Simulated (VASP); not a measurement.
# Zr2C (R-3m) in VASP: a series of runs

One crystal, Zr2C, is run at these levels: PBE; tasks: single point, relaxation of cell and atoms.

Program: VASP 6.6.1. These are calculated values, not measurements. Logs are shortened: lines on timing, memory, paths and dates and some standing lists are left out, and cuts for length are marked.

## 1. The cell of the first run

The structure is trigonal, space group R-3m (No. 166). The conventional cell has a = 3.335 Å, b = 3.335 Å, c = 16.149 Å, α = 90.00°, β = 90.00°, γ = 120.00°. Zr (site symmetry 3m) has 3 C at 2.30 Å as nearest neighbours. Around C (site symmetry -3m) lie 6 Zr at 2.30 Å.

The cell was built by a generator and needn't be a form met in nature.

## 2. Single point, PBE (species swapped into the Ba2N type (R-3m, No. 166))

Contents of INCAR:

```
SYSTEM = Zr2C
ALGO     = Fast           ! electronic algorithm
EDIFF    = 1E-7           ! SCF threshold, eV
ENCUT    = 520            ! plane-wave cutoff, eV
GGA      = PE             ! functional
ISIF     = 2              ! what is computed and relaxed
ISMEAR   = 0              ! smearing method
LASPH    = .TRUE.         ! aspherical terms in the spheres
LCHARG   = .FALSE.        ! write CHGCAR
LREAL    = .FALSE.        ! projectors in reciprocal space
LWAVE    = .FALSE.        ! write WAVECAR
NBANDS   = 21             ! bands
NELM     = 100            ! most SCF steps
PREC     = Accurate       ! precision mode
SIGMA    = 0.1            ! smearing width, eV
```

Contents of KPOINTS:

```
k-points
0
G
  18 18 18
  0 0 0
```

Contents of POSCAR:

```
Zr2C
1.0
    1.6677325161      0.9628658171      5.3828691579
   -1.6677325161      0.9628658171      5.3828691579
    0.0000000000     -1.9257316342      5.3828691579
Zr C
2 1
Direct
    0.2555692675      0.2555692675      0.2555692675
    0.7444307325      0.7444307325      0.7444307325
    0.0000000000      0.0000000000      0.0000000000
```

Potentials or basis: VASP PAW PBE potentials, release 64 (Zr_sv, C).

Launch:

```bash
$ cat potpaw_PBE.64/Zr_sv/POTCAR potpaw_PBE.64/C/POTCAR > POTCAR
$ mpirun -np 1 vasp_std > vasp.out
```

OUTCAR:

```text
SYSTEM = Zr2C
   EDIFF = 1E-7
   ENCUT = 520
   GGA = PE
   ISIF = 2
   ISMEAR = 0
   LASPH = .TRUE.
   LREAL = .FALSE.
   NELM = 100
   PREC = Accurate

 ion  position               nearest neighbor table
   1  0.256  0.256  0.256-   3 2.30   3 2.30   3 2.30   2 3.16   2 3.16   2 3.16   2 3.46   2 3.46
                             2 3.46
   2  0.744  0.744  0.744-   3 2.30   3 2.30   3 2.30   1 3.16   1 3.16   1 3.16   1 3.46   1 3.46
                             1 3.46
   3  0.000  0.000  0.000-   2 2.30   1 2.30   2 2.30   2 2.30   1 2.30   1 2.30

  LATTYP: Found a trigonal (rhomboedric) cell.
 ALAT       =     5.7169679637
 COS(alpha) =     0.8298032467

  Lattice vectors:

 A1 = (   1.6677325161,   0.9628658171,   5.3828691579)
 A2 = (  -1.6677325161,   0.9628658171,   5.3828691579)
 A3 = (   0.0000000000,  -1.9257316342,   5.3828691579)

Analysis of symmetry for initial positions (statically):
=====================================================================
 Subroutine PRICEL returns:
 Original cell was already a primitive cell.

 Routine SETGRP: Setting up the symmetry group for a
 trigonal (rhombohedral) supercell.

 Subroutine GETGRP returns: Found 12 space group operations
 (whereof 12 operations were pure point group operations)
 out of a pool of 12 trial point group operations.

The static configuration has the point symmetry D_3d.

Analysis of symmetry for dynamics (positions and initial velocities):
=====================================================================
 Subroutine PRICEL returns:
 Original cell was already a primitive cell.

 Routine SETGRP: Setting up the symmetry group for a
 trigonal (rhombohedral) supercell.

 Subroutine GETGRP returns: Found 12 space group operations
 (whereof 12 operations were pure point group operations)
 out of a pool of 12 trial point group operations.

The dynamic configuration has the point symmetry D_3d.

 Subroutine INISYM returns: Found 12 space group operations
 (whereof 12 operations are pure point group operations),
 and found     1 'primitive' translations

----------------------------------------------------------------------------------------

                                     Primitive cell

  volume of cell :      51.8630

[... 81 lines left out ...]
   PREC   = accura    normal or accurate (medium, high low for compatibility)
   ISTART =      0    job   : 0-new  1-cont  2-samecut
   ICHARG =      2    charge: 1-file 2-atom 10-const
   ISPIN  =      1    spin polarized calculation?
   LNONCOLLINEAR =      F non collinear calculations
   LSORBIT =      F    spin-orbit coupling
   LASPH  =      T    aspherical Exc in radial PAW
   ENCUT  =  520.0 eV  38.22 Ry    6.18 a.u.  10.63 10.63 10.63*2*pi/ulx,y,z
   NELM   =    100;   NELMIN=  2; NELMDL= -5     # of ELM steps
   EDIFF  = 0.1E-06   stopping-criterion for ELM
   LREAL  =      F    real-space projection
   EDIFFG = 0.1E-05   stopping-criterion for IOM
   NSW    =      0    number of steps for IOM
   IBRION =     -1    ionic relax: 0-MD 1-quasi-New 2-CG
   NFREE  =      0    steps in history (QN), initial steepest desc. (CG)
   ISIF   =      2    stress and relaxation
   ISYM   =      2    0-nonsym 1-usesym 2-fastsym
   POTIM  = 0.5000    time-step for ionic-motion
   TEBEG  =    0.0;   TEEND  =   0.0 temperature during run
   PSTRESS=    0.0 pullay stress
   NELECT =      28.0000    total number of electrons
   NUPDOWN=      -1.0000    fix difference up-down
   EMIN   =  10.00;   EMAX   =-10.00  energy-range for DOS
   EFERMI =   0.00;   METHOD = LEGACY
   ISMEAR =     0;   SIGMA  =   0.10  broadening in eV -4-tet -1-fermi 0-gaus
   EFERMI_NEDOS =   21; number of points for ismear=-14 and -15
   IALGO  =     68    algorithm
   IMIX   =      4    mixing-type and parameters
     AMIX     =   0.40;   BMIX     =  1.00
     AMIX_MAG =   1.60;   BMIX_MAG =  1.00
  volume/ion in A,a.u.               =      17.29       116.66
  Fermi-wavevector in a.u.,A,eV,Ry     =   1.333036  2.519072 24.177335  1.776984
  Thomas-Fermi vector in A             =   2.461925
   LORBIT       =      0    0 simple, 1 ext, 2 COOP (PROOUT), +10 PAW based schemes
   GGA     = PE    functional components
   LHFCALC =     F    Hartree Fock is set to
   AEXX    =    0.0000 exact exchange contribution
   IVDW    =     0    specifies the selected vdW correction
   LEPSILON=     F    determine dielectric tensor
   LRPA    =     F    only Hartree local field effects (RPA)
 non-spin polarized calculation
 RMM-DIIS sequential band-by-band and
 Gauss-broadening in eV      SIGMA  =   0.10
  energy-cutoff  :      520.00
  volume of cell :       51.86
 maximum number of plane-waves:      1431
 NGX is ok and might be reduce to    48
   NGX = 21   NGY = 21   NGZ = 21

 number of electron      28.0000000 magnetization

 Free energy of the ion-electron system (eV)
  ---------------------------------------------------
  ext. energy  EPLUGINS =         0.00000000
  ---------------------------------------------------
  free energy    TOTEN  =       -28.18793094 eV

  energy without entropy =      -28.17981185  energy(sigma->0) =      -28.18387139

 E-fermi :   8.7898     XC(G=0): -11.3274

 val. band max:        8.7879554703   @ k =  -0.4444   0.5000   0.4444
 cond. band min:       8.7900153825   @ k =  -0.3889  -0.4444   0.3333
 fundamental gap:      0.0020599122
 Fermi energy:         8.7897751799

 k-point     1 :       0.0000    0.0000    0.0000
  band No.  band energies     occupation
      1     -39.7878      2.00000
      2     -39.6711      2.00000
      3     -18.3177      2.00000
      4     -17.5521      2.00000
      5     -17.5521      2.00000
      6     -17.4762      2.00000
[... 565 lines left out ...]
     20      13.0460      0.00000
     21      14.7938      0.00000

 [... further k-points ...]
[... 5 lines left out ...]
  --------------------------------------------------------------------------------------
  -------------------------------------------------------------------------------------
  Total        0.0429951      0.0429951      0.0410018      0.0000000     -0.0000000      0.0000000
  in kB        1.3282265      1.3282265      1.2666499      0.0000000     -0.0000000      0.0000000
  external PRESSURE =       1.3077009 kB  Pullay stress =       0.0000000 kB

 VOLUME and BASIS-vectors are now :
 -----------------------------------------------------------------------------
  energy-cutoff  :      520.00
  volume of cell :       51.86
      direct lattice vectors                 reciprocal lattice vectors
     1.667732516  0.962865817  5.382869158     0.299808270  0.173094385  0.061924844
    -1.667732516  0.962865817  5.382869158    -0.299808270  0.173094385  0.061924844
     0.000000000 -1.925731634  5.382869158     0.000000000 -0.346188770  0.061924844

 POSITION                                       TOTAL-FORCE (eV/Angst)
 -----------------------------------------------------------------------------------
      0.00000      0.00000      4.12709         0.000000      0.000000     -0.014390
      0.00000      0.00000     12.02152         0.000000     -0.000000      0.014390
      0.00000      0.00000      0.00000         0.000000     -0.000000     -0.000000
 -----------------------------------------------------------------------------------
    total drift:                                0.000000      0.000000     -0.000000

  FREE ENERGIE OF THE ION-ELECTRON SYSTEM (eV)
  ---------------------------------------------------
  free  energy   TOTEN  =       -28.1879309391 eV

  energy  without entropy=      -28.1798118499  energy(sigma->0) =      -28.18387139
```

OSZICAR:

```text
N       E                     dE             d eps       ncg     rms          rms(c)
DAV:   1     0.238330326434E+03    0.23833E+03   -0.15245E+04 24360   0.133E+03
DAV:   2    -0.127068945751E+02   -0.25104E+03   -0.24318E+03 27644   0.378E+02
DAV:   3    -0.324642550597E+02   -0.19757E+02   -0.19537E+02 42560   0.823E+01
[... 20 lines left out ...]
RMM:  24    -0.281879302706E+02   -0.61148E-06   -0.51485E-06 34003   0.911E-03    0.272E-03
RMM:  25    -0.281879305624E+02   -0.29176E-06   -0.31999E-06 32993   0.712E-03    0.211E-03
RMM:  26    -0.281879307647E+02   -0.20232E-06   -0.20708E-06 30563   0.569E-03    0.135E-03
RMM:  27    -0.281879308785E+02   -0.11381E-06   -0.13669E-06 29164   0.460E-03    0.738E-04
RMM:  28    -0.281879309391E+02   -0.60607E-07   -0.85609E-07 26491   0.347E-03
   1 F= -.28187931E+02 E0= -.28183871E+02  d E =-.811909E-02
```

stdout:

```text
POSCAR found type information on POSCAR ZrC
 POSCAR found :  2 types and       3 ions
[... 55 lines left out ...]
 num prob  num prob  num prob  num prob  num prob  num prob  num prob  num prob  num prob  num prob  num prob  num prob  num prob  num prob  num prob  num prob WARNING in EDDRMM: call to ZHEGV failed, returncode =   6  3      5
 num prob WARNING in EDDRMM: call to ZHEGV failed, returncode =   6  3      5
 num prob  num prob  num prob  num prob  num prob WARNING in EDDRMM: call to ZHEGV failed, returncode =   6  3     13
 num prob  num prob  num prob  num prob  num prob  num prob  num prob  num prob  num prob  num prob  num prob  num prob  num prob  num prob  num prob  num
```

It took 56 min on 1 thread of Intel Xeon 6975P-C (Granite Rapids), shared host; peak memory 0.78 GiB.

Results:

| Property | Result |
| --- | --- |
| Free energy | -28.1879 eV |
| Pressure | 0.1 GPa |
| Largest force | 0.014 eV/Å |
| Band gap on the k mesh | none (metal or under the smearing width) |

Forces on the atoms (eV/Å):
```
Zr   0.000  0.000 -0.014
Zr   0.000  0.000  0.014
C    0.000  0.000  0.000
```

Levels at points of the mesh, in eV from the Fermi level:
| k point | band 11 | band 12 | band 13 | band 14 | band 15 | band 16 | band 17 | band 18 |
| --- | --- | --- | --- | --- | --- | --- | --- | --- |
| (0.00, 0.00, 0.00) | -2.71 | -2.71 | -2.06 | 0.77 | 0.77 | 1.12 | 2.82 | 2.82 |
| (0.50, 0.00, 0.00) | -2.87 | -2.43 | -1.44 | -0.80 | 0.21 | 2.61 | 2.82 | 4.26 |
| (0.50, 0.50, 0.00) | -2.63 | -2.61 | -1.95 | -0.63 | 1.08 | 3.45 | 3.63 | 4.38 |
| (0.50, 0.50, 0.50) | -2.59 | -2.59 | -1.10 | 0.02 | 1.14 | 1.14 | 2.60 | 2.60 |

## 3. Single point, PBE (species swapped into the Ba2N type (R-3m, No. 166))

INCAR, as its differences from that of step 2:

```diff
@@ -2,3 +2,3 @@
 ALGO     = Fast           ! electronic algorithm
-EDIFF    = 1E-7           ! SCF threshold, eV
+EDIFF    = 1E-6           ! SCF threshold, eV
 ENCUT    = 520            ! plane-wave cutoff, eV
```

Contents of KPOINTS:

```
k-points
0
G
  6 6 6
  0 0 0
```

Contents of POSCAR:

```
Zr2C
1.0
    1.6650891252      0.9613396547      5.3944451367
   -1.6650891252      0.9613396547      5.3944451367
    0.0000000000     -1.9226793093      5.3944451367
Zr C
2 1
Direct
    0.2554736707      0.2554736707      0.2554736707
    0.7445263293      0.7445263293      0.7445263293
    0.0000000000      0.0000000000      0.0000000000
```

Potentials or basis: VASP PAW PBE potentials, release 64 (Zr_sv, C).

Launch:

```bash
$ cat potpaw_PBE.64/Zr_sv/POTCAR potpaw_PBE.64/C/POTCAR > POTCAR
$ mpirun -np 1 vasp_std > vasp.out
```

OUTCAR:

```text
SYSTEM = Zr2C
   EDIFF = 1E-6
   ENCUT = 520
   GGA = PE
   ISIF = 2
   ISMEAR = 0
   LASPH = .TRUE.
   LREAL = .FALSE.
   NELM = 100
   PREC = Accurate

 ion  position               nearest neighbor table
   1  0.255  0.255  0.255-   3 2.30   3 2.30   3 2.30   2 3.17   2 3.17   2 3.17   2 3.46   2 3.46
                             2 3.46
   2  0.745  0.745  0.745-   3 2.30   3 2.30   3 2.30   1 3.17   1 3.17   1 3.17   1 3.46   1 3.46
                             1 3.46
   3  0.000  0.000  0.000-   2 2.30   1 2.30   2 2.30   2 2.30   1 2.30   1 2.30

  LATTYP: Found a trigonal (rhomboedric) cell.
 ALAT       =     5.7268432892
[... 769 lines left out ...]

 [... further k-points ...]
[... 5 lines left out ...]
  --------------------------------------------------------------------------------------
  -------------------------------------------------------------------------------------
  Total        0.0883291      0.0883291      0.0409034      0.0000000      0.0000000      0.0000000
  in kB        2.7315049      2.7315049      1.2649042      0.0000000      0.0000000      0.0000000
  external PRESSURE =       2.2426380 kB  Pullay stress =       0.0000000 kB

 VOLUME and BASIS-vectors are now :
 -----------------------------------------------------------------------------
  energy-cutoff  :      520.00
  volume of cell :       51.81
      direct lattice vectors                 reciprocal lattice vectors
     1.665089125  0.961339655  5.394445137     0.300284226  0.173369179  0.061791959
    -1.665089125  0.961339655  5.394445137    -0.300284226  0.173369179  0.061791959
     0.000000000 -1.922679309  5.394445137     0.000000000 -0.346738358  0.061791959

 POSITION                                       TOTAL-FORCE (eV/Angst)
 -----------------------------------------------------------------------------------
      0.00000      0.00000      4.13442         0.000000     -0.000000     -0.023248
      0.00000      0.00000     12.04892         0.000000      0.000000      0.023248
      0.00000      0.00000      0.00000         0.000000      0.000000      0.000000
 -----------------------------------------------------------------------------------
    total drift:                               -0.000000      0.000000     -0.000000

  FREE ENERGIE OF THE ION-ELECTRON SYSTEM (eV)
  ---------------------------------------------------
  free  energy   TOTEN  =       -28.1762438766 eV

  energy  without entropy=      -28.1638494339  energy(sigma->0) =      -28.17004666
```

OSZICAR:

```text
N       E                     dE             d eps       ncg     rms          rms(c)
DAV:   1     0.233377677443E+03    0.23338E+03   -0.15405E+04  1344   0.133E+03
DAV:   2    -0.134489712846E+02   -0.24683E+03   -0.23939E+03  1547   0.374E+02
DAV:   3    -0.324921781992E+02   -0.19043E+02   -0.18846E+02  2359   0.812E+01
[... 16 lines left out ...]
RMM:  20    -0.281762368472E+02   -0.53455E-05   -0.51144E-05  1866   0.264E-02    0.127E-02
RMM:  21    -0.281762400045E+02   -0.31573E-05   -0.31095E-05  1710   0.205E-02    0.129E-02
RMM:  22    -0.281762420773E+02   -0.20728E-05   -0.19887E-05  1543   0.162E-02    0.131E-02
RMM:  23    -0.281762434368E+02   -0.13595E-05   -0.13758E-05  1498   0.137E-02    0.148E-02
RMM:  24    -0.281762438766E+02   -0.43985E-06   -0.90440E-06  1512   0.120E-02
   1 F= -.28176244E+02 E0= -.28170047E+02  d E =-.123944E-01
```

stdout:

```text
POSCAR found type information on POSCAR ZrC
 POSCAR found :  2 types and       3 ions
 scaLAPACK will be used
 LDA part: xc-table for (Slater+PW92), standard interpolation
 POSCAR, INCAR and KPOINTS ok, starting setup
 FFT: planning ... GRIDC
 FFT: planning ... GRID_SOFT
 FFT: planning ... GRID
 WAVECAR not read
 entering main loop
WARNING in EDDRMM: call to ZHEGV failed, returncode =   6  3      7
```

Run time: 2 min. Hardware: 1 thread of Intel Xeon 6975P-C (Granite Rapids), shared host; peak memory 0.31 GiB.

What came out:

* Free energy: -28.1762 eV
* Pressure: 0.2 GPa
* Largest force: 0.023 eV/Å
* Band gap on the k mesh: none (metal or under the smearing width)

Forces on the atoms (eV/Å):
```
Zr   0.000  0.000 -0.023
Zr   0.000  0.000  0.023
C    0.000  0.000  0.000
```

Stress tensor (GPa, compression positive):
```
0.27 0.00 0.00
0.00 0.27 0.00
0.00 0.00 0.13
```

Levels at points of the mesh, in eV from the Fermi level:
| k point | band 12 | band 13 | band 14 | band 15 | band 16 | band 17 |
| --- | --- | --- | --- | --- | --- | --- |
| (0.00, 0.00, 0.00) | -2.68 | -2.07 | 0.79 | 0.79 | 1.08 | 2.81 |
| (0.50, 0.00, 0.00) | -2.42 | -1.46 | -0.79 | 0.21 | 2.61 | 2.79 |
| (0.50, 0.50, 0.00) | -2.62 | -1.95 | -0.63 | 1.08 | 3.48 | 3.62 |
| (0.50, 0.50, 0.50) | -2.57 | -1.11 | -0.02 | 1.14 | 1.14 | 2.62 |

Caveat: the k mesh is coarse (spacing up to 0.37 Å⁻¹), so the values aren't converged.

## 4. Relaxation of cell and atoms, PBE (species swapped into the Ba2N type (R-3m, No. 166))

Contents of INCAR:

```
SYSTEM = Zr2C
ALGO     = Fast           ! electronic algorithm
EDIFF    = 1E-6           ! SCF threshold, eV
EDIFFG   = -0.04          ! ionic threshold
ENCUT    = 600            ! plane-wave cutoff, eV
GGA      = PE             ! functional
IBRION   = 2              ! ionic algorithm
ISIF     = 3              ! what is computed and relaxed
ISMEAR   = 0              ! smearing method
LASPH    = .TRUE.         ! aspherical terms in the spheres
LCHARG   = .FALSE.        ! write CHGCAR
LREAL    = .FALSE.        ! projectors in reciprocal space
LWAVE    = .FALSE.        ! write WAVECAR
NELM     = 100            ! most SCF steps
NSW      = 90             ! ionic steps
PREC     = Accurate       ! precision mode
SIGMA    = 0.1            ! smearing width, eV
```

KPOINTS is that of step 3.

Contents of POSCAR:

```
Zr2C
1.0
    1.6533877800      0.9545838800      6.1350577800
   -1.6533877800      0.9545838800      6.1350577800
    0.0000000000     -1.9091677600      6.1350577800
Zr C
2 1
Direct
    0.2664699900      0.2664699900      0.2664699900
    0.7335300100      0.7335300100      0.7335300100
    0.0000000000      0.0000000000      0.0000000000
```

Launch:

```bash
$ cat potpaw_PBE.64/Zr_sv/POTCAR potpaw_PBE.64/C/POTCAR > POTCAR
$ mpirun -np 1 vasp_std > vasp.out
```

It took 35 min on 1 thread of Intel Xeon 6975P-C (Granite Rapids), shared host; peak memory 0.41 GiB.

It converged, with:

* Free energy: -28.1800 eV
* Relaxed volume: 17.28 Å³/atom
* Relaxed cell: a = 5.724 Å, b = 5.724 Å, c = 5.724 Å, α = 33.85°, β = 33.85°, γ = 33.85°
* Space group after relaxing (to 0.05 Å): R-3m (No. 166)
* Energy gained by relaxing: 166.4 meV/atom
* Ionic steps: 7
* Pressure after relaxing: -0.1 GPa
* Largest force after relaxing: 0.031 eV/Å
* Band gap on the k mesh: none (metal or under the smearing width)

Forces on the atoms (eV/Å):
```
Zr   0.000  0.000  0.031
Zr   0.000  0.000 -0.031
C    0.000  0.000  0.000
```

The path:
```tsv
step	energy change (eV)	largest force (eV/Å)	pressure (GPa)	volume (Å³)
1	0.0000	1.2083	-0.80	58.10
2	-0.2381	0.7952	-4.14	57.23
3	-0.3979	0.1314	-7.14	55.68
4	-0.4694	0.3146	1.05	51.69
5	-0.4722	0.2948	-0.37	52.28
6	-0.4927	0.1165	-0.26	52.07
7	-0.4993	0.0306	-0.10	51.85
```

Final structure:
```xyz
3
Lattice="1.6663 0.9621 5.3907 -1.6663 0.9621 5.3907 0.0000 -1.9241 5.3907" Properties=species:S:1:pos:R:3 pbc="T T T"
Zr    0.0000    0.0000    4.1286
Zr    0.0000    0.0000   12.0437
C     0.0000    0.0000    0.0000
```

Levels at points of the mesh, in eV from the Fermi level:
| k point | band 11 | band 12 | band 13 | band 14 | band 15 | band 16 | band 17 | band 18 |
| --- | --- | --- | --- | --- | --- | --- | --- | --- |
| (0.00, 0.00, 0.00) | -2.67 | -2.67 | -2.07 | 0.79 | 0.79 | 1.09 | 2.81 | 2.81 |
| (0.50, 0.00, 0.00) | -2.89 | -2.41 | -1.45 | -0.80 | 0.21 | 2.59 | 2.77 | 4.37 |
| (0.50, 0.50, 0.00) | -2.62 | -2.61 | -1.95 | -0.64 | 1.08 | 3.47 | 3.61 | 4.45 |
| (0.50, 0.50, 0.50) | -2.55 | -2.55 | -1.09 | -0.03 | 1.14 | 1.14 | 2.62 | 2.62 |

Caveat: the k mesh is coarse (spacing up to 0.37 Å⁻¹), so the values aren't converged.

## 5. The runs side by side

```csv
task,cell,k mesh,cutoff (eV),mesh quality,gap on the mesh (eV),pressure (GPa),largest force (eV/Å)
single point,"species swapped into the Ba2N type (R-3m, No. 166)",18 × 18 × 18,520,not flagged,none,0.1,0.01
single point,"species swapped into the Ba2N type (R-3m, No. 166)",6 × 6 × 6,520,coarse,none,0.2,0.02
relaxation of cell and atoms,"relaxed from: species swapped into the Ba2N type (R-3m, No. 166)",6 × 6 × 6,600,coarse,none,-0.1,0.03
```

Alike in all rows: level PBE; potentials or basis VASP PAW PBE potentials, release 64 (Zr_sv, C); no spin polarisation; smearing gaussian 0.1 eV.

Caveats: some runs use coarse meshes.

Total energies depend on the potentials used, so only differences within one code and one set of settings carry meaning.
